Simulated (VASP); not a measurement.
# CdS (F-43m) in VASP: a series of runs

Runs on CdS. Level: PBE. Tasks: relaxation of cell and atoms.

All numbers are computed with VASP 6.6.1; they aren't measurements. Logs are shortened: lines on timing, memory, paths and dates and some standing lists are left out, and cuts for length are marked.

## (1) The structure

Symmetry: F-43m, No. 216, cubic system. Conventional cell: a = 5.833 Å, b = 5.833 Å, c = 5.833 Å, α = 90.00°, β = 90.00°, γ = 90.00°. Cd (site symmetry -43m) has 4 S at 2.53 Å as nearest neighbours. S (site symmetry -43m) is surrounded by 4 Cd at 2.53 Å.

## (2) Relaxation of cell and atoms, PBE

The input, INCAR:

```
PREC = Accurate
ENCUT = 520
EDIFF = 1E-7
ISMEAR = 0
SIGMA = 0.02
LREAL = False
LASPH = True
NELM = 100
ALGO = Fast
ISIF = 3
LWAVE = False
LCHARG = False
GGA = PE
IBRION = 2
NSW = 80
EDIFFG = -0.002
AMIX = 0.2
```

The input, KPOINTS:

```
Automatic mesh
0
Gamma
  10 10 10
```

The input, POSCAR:

```
CdS
1.0
    0.0000000000      2.9165000000      2.9165000000
    2.9165000000      0.0000000000      2.9165000000
    2.9165000000      2.9165000000      0.0000000000
Cd S
1 1
Direct
    0.0000000000      0.0000000000      0.0000000000
    0.2500000000      0.2500000000      0.2500000000
```

Potentials or basis: VASP PAW PBE potentials, release 64 (Cd, S).

Started as:

```
> cat potpaw_PBE.64/Cd/POTCAR potpaw_PBE.64/S/POTCAR > POTCAR
> mpirun -np 1 vasp_std > vasp.out
```

OUTCAR:

```text
PREC = Accurate
   ENCUT = 520
   EDIFF = 1E-7
   ISMEAR = 0
   LREAL = False
   LASPH = True
   NELM = 100
   ISIF = 3
   GGA = PE
   IBRION = 2
   NSW = 80
   EDIFFG = -0.002
   AMIX = 0.2

 ion  position               nearest neighbor table
   1  0.000  0.000  0.000-   2 2.53   2 2.53   2 2.53   2 2.53
   2  0.250  0.250  0.250-   1 2.53   1 2.53   1 2.53   1 2.53

  LATTYP: Found a face centered cubic cell.
 ALAT       =     5.8330000000

  Lattice vectors:

 A1 = (   0.0000000000,   2.9165000000,   2.9165000000)
 A2 = (   2.9165000000,   0.0000000000,   2.9165000000)
 A3 = (   2.9165000000,   2.9165000000,   0.0000000000)

Analysis of symmetry for initial positions (statically):
=====================================================================
 Subroutine PRICEL returns:
 Original cell was already a primitive cell.

 Routine SETGRP: Setting up the symmetry group for a
 face centered cubic supercell.

 Subroutine GETGRP returns: Found 24 space group operations
 (whereof 24 operations were pure point group operations)
 out of a pool of 48 trial point group operations.

The static configuration has the point symmetry T_d .

Analysis of symmetry for dynamics (positions and initial velocities):
=====================================================================
 Subroutine PRICEL returns:
 Original cell was already a primitive cell.

 Routine SETGRP: Setting up the symmetry group for a
 face centered cubic supercell.

 Subroutine GETGRP returns: Found 24 space group operations
 (whereof 24 operations were pure point group operations)
 out of a pool of 48 trial point group operations.

The dynamic configuration has the point symmetry T_d .

 Subroutine INISYM returns: Found 24 space group operations
 (whereof 24 operations are pure point group operations),
 and found     1 'primitive' translations

----------------------------------------------------------------------------------------

                                     Primitive cell

  volume of cell :      49.6153

  direct lattice vectors                    reciprocal lattice vectors
     0.000000000  2.916500000  2.916500000    -0.171438368  0.171438368  0.171438368
     2.916500000  0.000000000  2.916500000     0.171438368 -0.171438368  0.171438368
     2.916500000  2.916500000  0.000000000     0.171438368  0.171438368 -0.171438368

  length of vectors
     4.124553855  4.124553855  4.124553855     0.296939964  0.296939964  0.296939964

  position of ions in fractional coordinates (direct lattice)
     0.000000000  0.000000000  0.000000000
     0.250000000  0.250000000  0.250000000

  ion indices of the primitive-cell ions
   primitive index   ion index
                 1           1
                 2           2

----------------------------------------------------------------------------------------

 KPOINTS: Automatic mesh

Automatic generation of k-mesh.
 Grid dimensions read from file:
 generate k-points for:   10   10   10

 Generating k-lattice:

  Cartesian coordinates                     Fractional coordinates (reciprocal lattice)
    -0.017143837  0.017143837  0.017143837     0.100000000  0.000000000  0.000000000
     0.017143837 -0.017143837  0.017143837     0.000000000  0.100000000  0.000000000
     0.017143837  0.017143837 -0.017143837     0.000000000  0.000000000  0.100000000

  Length of vectors
     0.029693996  0.029693996  0.029693996

  Shift w.r.t. Gamma in fractional coordinates (k-lattice)
     0.000000000  0.000000000  0.000000000

 Subroutine IBZKPT returns following result:
 ===========================================

 Found     47 irreducible k-points:

 Following reciprocal coordinates:
            Coordinates               Weight
  0.000000  0.000000  0.000000      1.000000
  0.100000  0.000000  0.000000      8.000000
  0.200000  0.000000  0.000000      8.000000
  0.300000  0.000000  0.000000      8.000000
  0.400000  0.000000  0.000000      8.000000
  0.500000  0.000000  0.000000      4.000000
[... 16 lines left out ...]
  0.300000  0.300000  0.000000      6.000000
  0.400000  0.300000  0.000000     24.000000
 [... further k-points ...]
   k-points           NKPTS =     47   k-points in BZ     NKDIM =     47   number of bands    NBANDS=     13
   number of dos      NEDOS =    301   number of ions     NIONS =      2
   total plane-waves  NPLWV =  32768
   dimension x,y,z NGX =    32 NGY =   32 NGZ =   32
   dimension x,y,z NGXF=    64 NGYF=   64 NGZF=   64
   ions per type =               1   1
   NGX,Y,Z   is equivalent  to a cutoff of  12.90, 12.90, 12.90 a.u.
   NGXF,Y,Z  is equivalent  to a cutoff of  25.80, 25.80, 25.80 a.u.
 SYSTEM =  unknown system
   PREC   = accura    normal or accurate (medium, high low for compatibility)
   ISTART =      0    job   : 0-new  1-cont  2-samecut
   ICHARG =      2    charge: 1-file 2-atom 10-const
   ISPIN  =      1    spin polarized calculation?
   LNONCOLLINEAR =      F non collinear calculations
   LSORBIT =      F    spin-orbit coupling
   LASPH  =      T    aspherical Exc in radial PAW
   ENCUT  =  520.0 eV  38.22 Ry    6.18 a.u.   7.67  7.67  7.67*2*pi/ulx,y,z
   NELM   =    100;   NELMIN=  2; NELMDL= -5     # of ELM steps
   EDIFF  = 0.1E-06   stopping-criterion for ELM
   LREAL  =      F    real-space projection
   EDIFFG = -.2E-02   stopping-criterion for IOM
   NSW    =     80    number of steps for IOM
   IBRION =      2    ionic relax: 0-MD 1-quasi-New 2-CG
   NFREE  =      1    steps in history (QN), initial steepest desc. (CG)
   ISIF   =      3    stress and relaxation
   ISYM   =      2    0-nonsym 1-usesym 2-fastsym
   POTIM  = 0.5000    time-step for ionic-motion
   TEBEG  =    0.0;   TEEND  =   0.0 temperature during run
   PSTRESS=    0.0 pullay stress
   NELECT =      18.0000    total number of electrons
   NUPDOWN=      -1.0000    fix difference up-down
   EMIN   =  10.00;   EMAX   =-10.00  energy-range for DOS
   EFERMI =   0.00;   METHOD = LEGACY
   ISMEAR =     0;   SIGMA  =   0.02  broadening in eV -4-tet -1-fermi 0-gaus
   EFERMI_NEDOS =   21; number of points for ismear=-14 and -15
   IALGO  =     68    algorithm
   IMIX   =      4    mixing-type and parameters
     AMIX     =   0.20;   BMIX     =  1.00
     AMIX_MAG =   0.80;   BMIX_MAG =  1.00
  volume/ion in A,a.u.               =      24.81       167.41
  Fermi-wavevector in a.u.,A,eV,Ry     =   1.167599  2.206442 18.548649  1.363287
  Thomas-Fermi vector in A             =   2.304097
   LORBIT       =      0    0 simple, 1 ext, 2 COOP (PROOUT), +10 PAW based schemes
   GGA     = PE    functional components
   LHFCALC =     F    Hartree Fock is set to
   AEXX    =    0.0000 exact exchange contribution
   IVDW    =     0    specifies the selected vdW correction
   LEPSILON=     F    determine dielectric tensor
   LRPA    =     F    only Hartree local field effects (RPA)
 conjugate gradient relaxation of ions
 non-spin polarized calculation
 RMM-DIIS sequential band-by-band and
 Gauss-broadening in eV      SIGMA  =   0.02
  energy-cutoff  :      520.00
  volume of cell :       49.62
 maximum number of plane-waves:      1363
   NGX = 15   NGY = 15   NGZ = 15

--------------------------------------- Ionic step        1  -------------------------------------------

 number of electron      18.0000004 magnetization

 Free energy of the ion-electron system (eV)
  ---------------------------------------------------
  ext. energy  EPLUGINS =         0.00000000
  ---------------------------------------------------
  free energy    TOTEN  =        -6.12153383 eV

  energy without entropy =       -6.12153383  energy(sigma->0) =       -6.12153383

------------------------ aborting loop because EDIFF is reached ----------------------------------------

  FORCE on cell =-STRESS in cart. coord.  units (eV):
  Direction    XX          YY          ZZ          XY          YZ          ZX
  --------------------------------------------------------------------------------------
  -------------------------------------------------------------------------------------
  Total        0.9974982      0.9974982      0.9974982      0.0000000      0.0000000      0.0000000
  in kB       32.2111882     32.2111882     32.2111882      0.0000000      0.0000000      0.0000000
  external PRESSURE =      32.2111882 kB  Pullay stress =       0.0000000 kB
[... 129 lines left out ...]
  energy  without entropy=       -6.1473082737  energy(sigma->0) =       -6.14730827

--------------------------------------- Ionic step        5  -------------------------------------------

 number of electron      18.0000000 magnetization

 Free energy of the ion-electron system (eV)
  ---------------------------------------------------
  ext. energy  EPLUGINS =         0.00000000
  ---------------------------------------------------
  free energy    TOTEN  =        -6.14731497 eV

  energy without entropy =       -6.14731497  energy(sigma->0) =       -6.14731497

 E-fermi :   0.9906     XC(G=0):  -8.9039

 val. band max:        0.8752800431   @ k =   0.0000   0.0000   0.0000
 cond. band min:       1.9071918716   @ k =   0.0000   0.0000   0.0000
 fundamental gap:      1.0319118285
 Fermi energy:         0.9905641281

 k-point     1 :       0.0000    0.0000    0.0000
  band No.  band energies     occupation
      1     -11.1839      2.00000
      2      -6.6768      2.00000
      3      -6.6768      2.00000
      4      -6.6768      2.00000
      5      -6.2660      2.00000
      6      -6.2660      2.00000
      7       0.8753      2.00000
      8       0.8753      2.00000
      9       0.8753      2.00000
     10       1.9072      0.00000
     11       7.4260      0.00000
     12       7.4260      0.00000
     13       7.4260      0.00000
[... 353 lines left out ...]
 k-point    24 :       0.4000    0.3000    0.0000
  band No.  band energies     occupation
      1     -10.7845      2.00000
      2      -6.4927      2.00000
      3      -6.4547      2.00000
      4      -6.4151      2.00000
      5      -6.2096      2.00000
      6      -6.0848      2.00000
      7      -2.2883      2.00000
      8      -0.6151      2.00000
      9      -0.4745      2.00000
     10       4.8642      0.00000
     11       5.4182      0.00000
     12       8.8036      0.00000
     13       9.8168      0.00000

 [... further k-points ...]

------------------------ aborting loop because EDIFF is reached ----------------------------------------

  FORCE on cell =-STRESS in cart. coord.  units (eV):
  Direction    XX          YY          ZZ          XY          YZ          ZX
  --------------------------------------------------------------------------------------
  -------------------------------------------------------------------------------------
  Total        0.0011990      0.0011990      0.0011990     -0.0000000     -0.0000000     -0.0000000
  in kB        0.0367187      0.0367187      0.0367187     -0.0000000     -0.0000000     -0.0000000
  external PRESSURE =       0.0367187 kB  Pullay stress =       0.0000000 kB
[... 17 lines left out ...]
  FREE ENERGIE OF THE ION-ELECTRON SYSTEM (eV)
  ---------------------------------------------------
  free  energy   TOTEN  =        -6.1473149679 eV

  energy  without entropy=       -6.1473149679  energy(sigma->0) =       -6.14731497

 reached required accuracy - stopping structural energy minimisation
```

It took 77 s on 1 thread of Intel Xeon Platinum 8488C (Sapphire Rapids), shared host; peak memory 0.19 GiB.

Results:

| Item | Value |
| --- | --- |
| Free energy | -6.1473 eV |
| Relaxed volume | 26.16 Å³/atom |
| Relaxed cell | a = 4.198 Å, b = 4.198 Å, c = 4.198 Å, α = 60.00°, β = 60.00°, γ = 60.00° |
| Space group after relaxing (to 0.05 Å) | F-43m (No. 216) |
| Energy gained by relaxing | 12.9 meV/atom |
| Ionic steps | 5 |
| Pressure after relaxing | 0.0 GPa |
| Band gap on the k mesh | 1.03 eV, direct |

Step by step:
| step | energy change (eV) | largest force (eV/Å) | pressure (GPa) | volume (Å³) |
| --- | --- | --- | --- | --- |
| 1 | 0.0000 | 0.0000 | 3.22 | 49.62 |
| 2 | -0.0229 | 0.0000 | -0.94 | 53.28 |
| 3 | -0.0258 | 0.0000 | 0.04 | 52.31 |
| 4 | -0.0258 | 0.0000 | -0.04 | 52.36 |
| 5 | -0.0258 | 0.0000 | 0.00 | 52.32 |

Final structure:
```
CELL_PARAMETERS angstrom
0.00000 2.96848 2.96848
2.96848 0.00000 2.96848
2.96848 2.96848 0.00000
ATOMIC_POSITIONS crystal
Cd 0.00000 0.00000 0.00000
S 0.25000 0.25000 0.25000
```

A hybrid or GW would open this gap; PBE tends to underestimate it. Zero-point motion and thermal expansion aren't in these numbers.

## (3) Relaxation of cell and atoms, PBE

This run uses another cell than the first one, of 26.16 Å³/atom, 1.054 times its volume.

INCAR is that of step 2.

KPOINTS is that of step 2.

The input, POSCAR:

```
CdS                                     
1.0
   -0.0000000000      2.9684750968      2.9684750968
    2.9684750968     -0.0000000000      2.9684750968
    2.9684750968      2.9684750968      0.0000000000
  Cd              S             
     1     1
Direct
     0.0000000000000000    0.0000000000000000    0.0000000000000000
     0.2500000000000000    0.2500000000000000    0.2500000000000000
```

Potentials or basis: VASP PAW PBE potentials, release 64 (Cd, S).

Started as:

```
> cat potpaw_PBE.64/Cd/POTCAR potpaw_PBE.64/S/POTCAR > POTCAR
> mpirun -np 1 vasp_std > vasp.out
```

It took 32 s on 1 thread of Intel Xeon Platinum 8488C (Sapphire Rapids), shared host; peak memory 0.19 GiB.

It converged, with:

- Free energy: -6.1477 eV
- Relaxed volume: 26.17 Å³/atom
- Relaxed cell: a = 4.198 Å, b = 4.198 Å, c = 4.198 Å, α = 60.00°, β = 60.00°, γ = 60.00°
- Space group after relaxing (to 0.05 Å): F-43m (No. 216)
- Energy gained by relaxing: 0.0 meV/atom
- Ionic steps: 2
- Pressure after relaxing: 0.0 GPa
- Band gap on the k mesh: 1.03 eV, direct

Final structure:
```
Cd S
1.0
     0.00000    2.96876    2.96876
     2.96876    0.00000    2.96876
     2.96876    2.96876    0.00000
Cd S
1 1
Direct
  0.00000 0.00000 0.00000
  0.25000 0.25000 0.25000
```

Levels at points of the mesh, in eV from the valence-band top:
```
           k point  band 6  band 7  band 8  band 9  band 10  band 11  band 12  band 13
(0.00, 0.00, 0.00)   -7.14    0.00    0.00    0.00     1.03     6.55     6.55     6.55
(0.50, 0.00, 0.00)   -6.81   -4.09   -0.68   -0.68     2.93     7.00     7.00     7.31
(0.50, 0.50, 0.00)   -6.75   -3.72   -1.70   -1.70     3.64     4.27     9.01    10.46
```
